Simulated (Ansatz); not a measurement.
## Does this entry for KI lie near equilibrium?

The cell is a computed structure from the Materials Project (it need not be an observed phase), taken as it stands.

```
K I
1.0
     0.00000    3.54244    3.54244
     3.54244    0.00000    3.54244
     3.54244    3.54244    0.00000
K I
1 1
Direct
  0.00000 0.00000 0.00000
  0.50000 0.50000 0.50000
```

Sites (sets of like atoms) are named by element and the number of their first atom in this list.

Method: Kohn–Sham DFT in Ansatz, PBE, plane waves and PAW, scalar-relativistic, 420 eV cutoff, Γ-centred 7×7×7 k-points, Fermi–Dirac smearing 0.02 eV.

Problem. Do the atoms and the cell lie near the calculated equilibrium?

Solution. Yes. The forces vanish, and the pressure is 0.5 GPa.
